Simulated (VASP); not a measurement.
# KCl (Sylvite) (Fm-3m) in VASP: further runs

KCl (Sylvite) is run at these levels: PBEsol; tasks: single point.

Everything below comes from runs of VASP 6.6.1. Logs are shortened: lines on timing, memory, paths and dates and some standing lists are left out, and cuts for length are marked.

**Experimental background.**

A printed reference work, monograph reports, for a bulk crystal of KCl: band gap 8.68 eV.

How close the calculation comes is told below.

**1. The cell of the first run**

The structure is cubic, space group Fm-3m (No. 225). The conventional cell has a = 6.251 Å, b = 6.251 Å, c = 6.251 Å, α = 90.00°, β = 90.00°, γ = 90.00°. K (site symmetry m-3m) has 6 Cl at 3.13 Å within 4.1 Å. Within 4.1 Å of Cl (site symmetry m-3m) lie 6 K at 3.13 Å.

**2. Single point, PBEsol**

Input file INCAR:

```
SYSTEM = KCl
PREC = Accurate
ENCUT = 520
EDIFF = 1E-6
ISMEAR = 0
SIGMA = 0.01
LREAL = .FALSE.
LASPH = .TRUE.
NELM = 100
ALGO = Normal
ISIF = 2
LWAVE = .FALSE.
LCHARG = .FALSE.
GGA = PS
NBANDS = 15
```

Input file KPOINTS:

```
regular mesh
0
G
  5 5 5
  0 0 0
```

Input file POSCAR:

```
KCl
1.0
    0.0000000000      3.1253521154      3.1253521154
    3.1253521154      0.0000000000      3.1253521154
    3.1253521154      3.1253521154      0.0000000000
K Cl
1 1
Direct
    0.0000000000      0.0000000000      0.0000000000
    0.5000000000      0.5000000000      0.5000000000
```

Potentials or basis: VASP PAW PBE potentials, release 64 (K_sv, Cl).

The run is started by

```bash
$ cat potpaw_PBE.64/K_sv/POTCAR potpaw_PBE.64/Cl/POTCAR > POTCAR
$ mpirun -np 1 vasp_std > vasp.out
```

OUTCAR:

```text
SYSTEM = KCl
   PREC = Accurate
   ENCUT = 520
   EDIFF = 1E-6
   ISMEAR = 0
   LREAL = .FALSE.
   LASPH = .TRUE.
   NELM = 100
   ISIF = 2
   GGA = PS

 ion  position               nearest neighbor table
   1  0.000  0.000  0.000-   2 3.13   2 3.13   2 3.13   2 3.13   2 3.13   2 3.13
   2  0.500  0.500  0.500-   1 3.13   1 3.13   1 3.13   1 3.13   1 3.13   1 3.13

  LATTYP: Found a face centered cubic cell.
 ALAT       =     6.2507042308

  Lattice vectors:

 A1 = (   0.0000000000,   3.1253521154,   3.1253521154)
 A2 = (   3.1253521154,   0.0000000000,   3.1253521154)
 A3 = (   3.1253521154,   3.1253521154,   0.0000000000)

Analysis of symmetry for initial positions (statically):
=====================================================================
 Subroutine PRICEL returns:
 Original cell was already a primitive cell.

 Routine SETGRP: Setting up the symmetry group for a
 face centered cubic supercell.

 Subroutine GETGRP returns: Found 48 space group operations
 (whereof 48 operations were pure point group operations)
 out of a pool of 48 trial point group operations.

The static configuration has the point symmetry O_h .

Analysis of symmetry for dynamics (positions and initial velocities):
=====================================================================
 Subroutine PRICEL returns:
 Original cell was already a primitive cell.

 Routine SETGRP: Setting up the symmetry group for a
 face centered cubic supercell.

 Subroutine GETGRP returns: Found 48 space group operations
 (whereof 48 operations were pure point group operations)
 out of a pool of 48 trial point group operations.

The dynamic configuration has the point symmetry O_h .

 Subroutine INISYM returns: Found 48 space group operations
 (whereof 48 operations are pure point group operations),
 and found     1 'primitive' translations

----------------------------------------------------------------------------------------

                                     Primitive cell

  volume of cell :      61.0558

  direct lattice vectors                    reciprocal lattice vectors
     0.000000000  3.125352115  3.125352115    -0.159981974  0.159981974  0.159981974
     3.125352115  0.000000000  3.125352115     0.159981974 -0.159981974  0.159981974
     3.125352115  3.125352115  0.000000000     0.159981974  0.159981974 -0.159981974

  length of vectors
     4.419915349  4.419915349  4.419915349     0.277096907  0.277096907  0.277096907

  position of ions in fractional coordinates (direct lattice)
     0.000000000  0.000000000  0.000000000
     0.500000000  0.500000000  0.500000000

  ion indices of the primitive-cell ions
   primitive index   ion index
                 1           1
                 2           2

----------------------------------------------------------------------------------------

 KPOINTS: regular mesh

Automatic generation of k-mesh.
 Grid dimensions read from file:
 generate k-points for:    5    5    5

 Generating k-lattice:

  Cartesian coordinates                     Fractional coordinates (reciprocal lattice)
    -0.031996395  0.031996395  0.031996395     0.200000000  0.000000000  0.000000000
     0.031996395 -0.031996395  0.031996395     0.000000000  0.200000000  0.000000000
     0.031996395  0.031996395 -0.031996395     0.000000000  0.000000000  0.200000000

  Length of vectors
     0.055419381  0.055419381  0.055419381

  Shift w.r.t. Gamma in fractional coordinates (k-lattice)
     0.000000000  0.000000000  0.000000000

 Subroutine IBZKPT returns following result:
 ===========================================

 Found     10 irreducible k-points:

 Following reciprocal coordinates:
            Coordinates               Weight
  0.000000  0.000000  0.000000      1.000000
  0.200000  0.000000  0.000000      8.000000
  0.400000  0.000000  0.000000      8.000000
  0.200000  0.200000  0.000000      6.000000
  0.400000  0.200000  0.000000     24.000000
 -0.400000  0.200000  0.000000     24.000000
 -0.200000  0.200000  0.000000     12.000000
  0.400000  0.400000  0.000000      6.000000
 -0.400000  0.400000  0.000000     12.000000
 -0.400000  0.400000  0.200000     24.000000
   k-points           NKPTS =     10   k-points in BZ     NKDIM =     10   number of bands    NBANDS=     15
   number of dos      NEDOS =    301   number of ions     NIONS =      2
   total plane-waves  NPLWV =  46656
   dimension x,y,z NGX =    36 NGY =   36 NGZ =   36
   dimension x,y,z NGXF=    72 NGYF=   72 NGZF=   72
   ions per type =               1   1
   NGX,Y,Z   is equivalent  to a cutoff of  13.54, 13.54, 13.54 a.u.
   NGXF,Y,Z  is equivalent  to a cutoff of  27.08, 27.08, 27.08 a.u.
 SYSTEM =  KCl
   PREC   = accura    normal or accurate (medium, high low for compatibility)
   ISTART =      0    job   : 0-new  1-cont  2-samecut
   ICHARG =      2    charge: 1-file 2-atom 10-const
   ISPIN  =      1    spin polarized calculation?
   LNONCOLLINEAR =      F non collinear calculations
[... 32 lines left out ...]
   IVDW    =     0    specifies the selected vdW correction
   LEPSILON=     F    determine dielectric tensor
   LRPA    =     F    only Hartree local field effects (RPA)
 non-spin polarized calculation
 Gauss-broadening in eV      SIGMA  =   0.01
  energy-cutoff  :      520.00
  volume of cell :       61.06
 maximum number of plane-waves:      1654
 NGX is ok and might be reduce to    36
   NGX = 17   NGY = 17   NGZ = 17

 number of electron      16.0000002 magnetization

 Free energy of the ion-electron system (eV)
  ---------------------------------------------------
  ext. energy  EPLUGINS =         0.00000000
  ---------------------------------------------------
  free energy    TOTEN  =        -7.02320669 eV

  energy without entropy =       -7.02320669  energy(sigma->0) =       -7.02320669

 E-fermi :  -1.7622     XC(G=0):  -7.8079

 val. band max:       -1.8251858058   @ k =   0.0000   0.0000   0.0000
 cond. band min:       3.2617586443   @ k =   0.0000   0.0000   0.0000
 fundamental gap:      5.0869444501
 Fermi energy:        -1.7622359398

 k-point     1 :       0.0000    0.0000    0.0000
  band No.  band energies     occupation
      1     -28.8211      2.00000
      2     -13.9400      2.00000
      3     -12.3481      2.00000
      4     -12.3481      2.00000
      5     -12.3481      2.00000
      6      -1.8252      2.00000
      7      -1.8252      2.00000
      8      -1.8252      2.00000
      9       3.2618      0.00000
     10       6.4764      0.00000
     11       6.4764      0.00000
     12       6.4764      0.00000
     13       7.3747      0.00000
     14       7.3747      0.00000
     15      10.9891      0.00000

 k-point     2 :       0.2000    0.0000    0.0000
  band No.  band energies     occupation
      1     -28.8169      2.00000
      2     -14.0117      2.00000
      3     -12.3517      2.00000
      4     -12.3517      2.00000
      5     -12.2565      2.00000
      6      -2.2780      2.00000
      7      -1.9525      2.00000
      8      -1.9525      2.00000
      9       4.1604      0.00000
     10       6.2586      0.00000
     11       6.9820      0.00000
     12       6.9820      0.00000
     13       7.9249      0.00000
     14       7.9249      0.00000
     15      12.1451      0.00000

 k-point     3 :       0.4000    0.0000    0.0000
  band No.  band energies     occupation
      1     -28.8099      2.00000
      2     -14.1145      2.00000
      3     -12.3573      2.00000
      4     -12.3573      2.00000
      5     -12.1204      2.00000
      6      -2.8599      2.00000
      7      -2.1445      2.00000
      8      -2.1445      2.00000
      9       5.4753      0.00000
     10       6.5641      0.00000
     11       8.2737      0.00000
     12       8.2737      0.00000
     13       9.1639      0.00000
     14       9.1639      0.00000
     15      10.6637      0.00000
[... 91 lines left out ...]
 k-point     9 :      -0.4000    0.4000    0.0000
  band No.  band energies     occupation
      1     -28.8053      2.00000
      2     -13.9051      2.00000
      3     -12.4902      2.00000
      4     -12.3978      2.00000
      5     -12.3293      2.00000
      6      -2.4509      2.00000
      7      -2.3058      2.00000
      8      -2.1105      2.00000
      9       5.0792      0.00000
     10       7.1575      0.00000
     11       7.4482      0.00000
     12       8.4475      0.00000
     13       8.8650      0.00000
     14       9.5344      0.00000
     15      10.5865      0.00000

 k-point    10 :      -0.4000    0.4000    0.2000
  band No.  band energies     occupation
      1     -28.8060      2.00000
      2     -13.9643      2.00000
      3     -12.4373      2.00000
      4     -12.4276      2.00000
      5     -12.2517      2.00000
      6      -2.5427      2.00000
      7      -2.2272      2.00000
      8      -2.2246      2.00000
      9       5.6939      0.00000
     10       6.3919      0.00000
     11       7.6673      0.00000
     12       8.5259      0.00000
     13       9.4283      0.00000
     14       9.4378      0.00000
     15      10.2983      0.00000

------------------------ aborting loop because EDIFF is reached ----------------------------------------

  FORCE on cell =-STRESS in cart. coord.  units (eV):
  Direction    XX          YY          ZZ          XY          YZ          ZX
  --------------------------------------------------------------------------------------
  -------------------------------------------------------------------------------------
  Total       -0.0066785     -0.0066785     -0.0066785      0.0000000      0.0000000     -0.0000000
  in kB       -0.1752517     -0.1752517     -0.1752517      0.0000000      0.0000000     -0.0000000
  external PRESSURE =      -0.1752517 kB  Pullay stress =       0.0000000 kB

 VOLUME and BASIS-vectors are now :
 -----------------------------------------------------------------------------
  energy-cutoff  :      520.00
  volume of cell :       61.06
      direct lattice vectors                 reciprocal lattice vectors
     0.000000000  3.125352115  3.125352115    -0.159981974  0.159981974  0.159981974
     3.125352115  0.000000000  3.125352115     0.159981974 -0.159981974  0.159981974
     3.125352115  3.125352115  0.000000000     0.159981974  0.159981974 -0.159981974

 POSITION                                       TOTAL-FORCE (eV/Angst)
 -----------------------------------------------------------------------------------
      0.00000      0.00000      0.00000         0.000000      0.000000      0.000000
      3.12535      3.12535      3.12535        -0.000000     -0.000000     -0.000000
 -----------------------------------------------------------------------------------
    total drift:                                0.000000      0.000000      0.000000

  FREE ENERGIE OF THE ION-ELECTRON SYSTEM (eV)
  ---------------------------------------------------
  free  energy   TOTEN  =        -7.0232066904 eV

  energy  without entropy=       -7.0232066904  energy(sigma->0) =       -7.02320669
```

Wall time 10 s (1 thread of Intel Xeon Platinum 8259CL at 2.50GHz (Skylake/Cascade Lake), shared host); peak memory 0.2 GiB.

What came out:

```yaml
Free_energy: -7.0232 eV
Pressure: 0.0 GPa
Band_gap_on_the_k_mesh: 5.09 eV, direct
```

Caveat: the PAW data sets were made with another functional, which shifts forces and pressure a little.

**3. Single point, PBEsol**

This run uses another cell than the first one, of 31.15 Å³/atom, 1.020 times its volume.

Input file INCAR:

```
SYSTEM = KCl
PREC = Accurate
ENCUT = 520
EDIFF = 1E-6
ISMEAR = 0
SIGMA = 0.01
LREAL = .False.
LASPH = .True.
NELM = 100
ALGO = Normal
ISIF = 2
LWAVE = .False.
LCHARG = .False.
GGA = PS
NBANDS = 15
```

Input file KPOINTS:

```
regular mesh
0
Gamma
  5 5 5
  0 0 0
```

Input file POSCAR:

```
KCl
1.0
    0.0000000000      3.1464700000      3.1464700000
    3.1464700000      0.0000000000      3.1464700000
    3.1464700000      3.1464700000      0.0000000000
K Cl
1 1
Direct
    0.0000000000      0.0000000000      0.0000000000
    0.5000000000      0.5000000000      0.5000000000
```

Potentials or basis: VASP PAW PBE potentials, release 64 (K_sv, Cl).

The run is started by

```bash
$ cat potpaw_PBE.64/K_sv/POTCAR potpaw_PBE.64/Cl/POTCAR > POTCAR
$ mpirun -np 1 vasp_std > vasp.out
```

Run time: 11 s. Hardware: 1 thread of Intel Xeon Platinum 8259CL at 2.50GHz (Skylake/Cascade Lake), shared host; peak memory 0.2 GiB.

It converged, with:

```yaml
Free_energy: -7.0220 eV
Pressure: -0.4 GPa
Band_gap_on_the_k_mesh: 5.02 eV, direct
```

Levels at points of the mesh, in eV from the valence-band top:
| k point | band 4 | band 5 | band 6 | band 7 | band 8 | band 9 | band 10 | band 11 | band 12 | band 13 |
| --- | --- | --- | --- | --- | --- | --- | --- | --- | --- | --- |
| (0.00, 0.00, 0.00) | -10.57 | -10.57 | 0.00 | 0.00 | 0.00 | 5.02 | 8.29 | 8.29 | 8.29 | 9.18 |

Caveat: the PAW data sets were made with another functional, which shifts forces and pressure a little.

**4. Single point, PBEsol**

This run uses another cell than the first one, of 31.77 Å³/atom, 1.041 times its volume.

Input file INCAR:

```
SYSTEM = KCl
PREC     = Accurate       ! precision mode
ENCUT    = 520            ! plane-wave cutoff, eV
EDIFF    = 1E-6           ! SCF threshold, eV
ISMEAR   = 0              ! smearing method
SIGMA    = 0.01           ! smearing width, eV
LREAL    = .FALSE.        ! projectors in reciprocal space
LASPH    = .TRUE.         ! aspherical terms in the spheres
NELM     = 60             ! most SCF steps
ALGO     = Normal         ! electronic algorithm
ISIF     = 2              ! what is computed and relaxed
LWAVE    = .FALSE.        ! write WAVECAR
LCHARG   = .TRUE.         ! write CHGCAR
GGA      = PS             ! functional
LELF     = .TRUE.         ! ELF
LVHAR    = .TRUE.       
NBANDS   = 15             ! bands
```

Input file KPOINTS:

```
regular mesh
0
G
  5 5 5
  0 0 0
```

Input file POSCAR:

```
KCl
1.0
    0.0000000000      3.1673081569      3.1673081569
    3.1673081569      0.0000000000      3.1673081569
    3.1673081569      3.1673081569      0.0000000000
K Cl
1 1
Direct
    0.0000000000      0.0000000000      0.0000000000
    0.5000000000      0.5000000000      0.5000000000
```

The run is started by

```bash
$ cat potpaw_PBE.64/K_sv/POTCAR potpaw_PBE.64/Cl/POTCAR > POTCAR
$ mpirun -np 1 vasp_std > vasp.out
```

Wall time 12 s (1 thread of Intel Xeon Platinum 8259CL at 2.50GHz (Skylake/Cascade Lake), shared host); peak memory 0.2 GiB.

Results (log left out):

```yaml
Free_energy: -7.0182 eV
Pressure: -0.7 GPa
Band_gap_on_the_k_mesh: 4.96 eV, direct
```

Levels at points of the mesh, in eV from the valence-band top:
| k point | band 5 | band 6 | band 7 | band 8 | band 9 | band 10 | band 11 | band 12 |
| --- | --- | --- | --- | --- | --- | --- | --- | --- |
| (0.00, 0.00, 0.00) | -10.62 | 0.00 | 0.00 | 0.00 | 4.96 | 8.29 | 8.29 | 8.29 |

Caveat: the PAW data sets were made with another functional, which shifts forces and pressure a little.

**5. Single point, PBEsol**

This run uses another cell than the first one, of 32.40 Å³/atom, 1.061 times its volume.

Input file INCAR:

```
ALGO = Normal
EDIFF = 1E-7
ENCUT = 520
GGA = PS
ISIF = 2
ISMEAR = 0
LASPH = T
LCHARG = T
LELF = T
LREAL = F
LVHAR = T
LWAVE = F
NBANDS = 15
NELM = 60
PREC = Accurate
SIGMA = 0.01
```

Input file KPOINTS:

```
k-points
0
Gamma
  5 5 5
```

Input file POSCAR:

```
KCl
1.0
    0.0000000000      3.1878756693      3.1878756693
    3.1878756693      0.0000000000      3.1878756693
    3.1878756693      3.1878756693      0.0000000000
K Cl
1 1
Direct
    0.0000000000      0.0000000000      0.0000000000
    0.5000000000      0.5000000000      0.5000000000
```

The run is started by

```bash
$ cat potpaw_PBE.64/K_sv/POTCAR potpaw_PBE.64/Cl/POTCAR > POTCAR
$ mpirun -np 1 vasp_std > vasp.out
```

Run time: 12 s. Hardware: 1 thread of Intel Xeon Platinum 8259CL at 2.50GHz (Skylake/Cascade Lake), shared host; peak memory 0.2 GiB.

The run converged. Its results:

```yaml
Free_energy: -7.0121 eV
Pressure: -1.0 GPa
Band_gap_on_the_k_mesh: 4.90 eV, direct
```

Levels at points of the mesh, in eV from the valence-band top:
| k point | band 6 | band 7 | band 8 | band 9 | band 10 | band 11 |
| --- | --- | --- | --- | --- | --- | --- |
| (0.00, 0.00, 0.00) | 0.00 | 0.00 | 0.00 | 4.90 | 8.28 | 8.28 |

Caveat: the PAW data sets were made with another functional, which shifts forces and pressure a little.

**6. Single point, PBEsol**

This run uses another cell than the first one, of 33.02 Å³/atom, 1.082 times its volume.

Input file INCAR:

```
SYSTEM = KCl
ALGO = Normal
EDIFF = 1E-7
ENCUT = 520
GGA = PS
ISIF = 2
ISMEAR = 0
LASPH = .TRUE.
LCHARG = .FALSE.
LREAL = .FALSE.
LWAVE = .FALSE.
NBANDS = 15
NELM = 100
PREC = Accurate
SIGMA = 0.01
```

Input file KPOINTS:

```
k-points
0
G
  5 5 5
  0 0 0
```

Input file POSCAR:

```
KCl
1.0
    0.0000000000      3.2081811574      3.2081811574
    3.2081811574      0.0000000000      3.2081811574
    3.2081811574      3.2081811574      0.0000000000
K Cl
1 1
Direct
    0.0000000000      0.0000000000      0.0000000000
    0.5000000000      0.5000000000      0.5000000000
```

Potentials or basis: VASP PAW PBE potentials, release 64 (K_sv, Cl).

The run is started by

```bash
$ cat potpaw_PBE.64/K_sv/POTCAR potpaw_PBE.64/Cl/POTCAR > POTCAR
$ mpirun -np 1 vasp_std > vasp.out
```

It took 12 s on 1 thread of Intel Xeon Platinum 8259CL at 2.50GHz (Skylake/Cascade Lake), shared host; peak memory 0.2 GiB.

The run converged. Its results:

| Quantity | Value |
| --- | --- |
| Free energy | -7.0039 eV |
| Pressure | -1.2 GPa |
| Band gap on the k mesh | 4.85 eV, direct |

Levels at points of the mesh, in eV from the valence-band top:
```tsv
k point	band 5	band 6	band 7	band 8	band 9	band 10	band 11	band 12
(0.00, 0.00, 0.00)	-10.72	0.00	0.00	0.00	4.85	8.27	8.27	8.27
```

Caveat: the PAW data sets were made with another functional, which shifts forces and pressure a little.

**7. The runs side by side**

| cell | gap on the mesh (eV) | pressure (GPa) |
| --- | --- | --- |
| a = 4.420 Å, angles 60.0°, 2 atoms | 5.09 | 0.0 |
| a = 4.450 Å, angles 60.0°, 2 atoms | 5.02 | -0.4 |
| a = 4.479 Å, angles 60.0°, 2 atoms | 4.96 | -0.7 |
| a = 4.508 Å, angles 60.0°, 2 atoms | 4.90 | -1.0 |
| a = 4.537 Å, angles 60.0°, 2 atoms | 4.85 | -1.2 |

Alike in all rows: task single point; level PBEsol; potentials or basis VASP PAW PBE potentials, release 64 (K_sv, Cl); no spin polarisation; k mesh 5 × 5 × 5; cutoff (eV) 520; smearing gaussian 0.01 eV.

Caveats: the PAW data sets were made with another functional, which shifts forces and pressure a little.

Total energies depend on the potentials used, so only differences within one code and one set of settings carry meaning.

**8. How close it comes**

Step 2. A measured gap of KCl is 8.68 eV (a printed reference work, monograph); the calculated 5.09 eV misses it by -3.59 eV. The value is that of PBEsol, without temperature or zero-point motion. Semilocal functionals fall short of measured gaps as a rule.

Step 3. A measured gap of KCl is 8.68 eV (a printed reference work, monograph); the calculated 5.02 eV misses it by -3.66 eV. The value is that of PBEsol, without temperature or zero-point motion. Semilocal functionals fall short of measured gaps as a rule.

Step 4. Measured gap of KCl: 8.68 eV (a printed reference work, monograph). This calculation gives 4.96 eV (-3.72 eV). The value is that of PBEsol, without temperature or zero-point motion. Semilocal functionals fall short of measured gaps as a rule.

Step 5. A measured gap of KCl is 8.68 eV (a printed reference work, monograph); the calculated 4.90 eV misses it by -3.78 eV. The value is that of PBEsol, without temperature or zero-point motion. Semilocal functionals fall short of measured gaps as a rule.

Step 6. Measured gap of KCl: 8.68 eV (a printed reference work, monograph). This calculation gives 4.85 eV (-3.83 eV). The value is that of PBEsol, without temperature or zero-point motion. Semilocal functionals fall short of measured gaps as a rule.
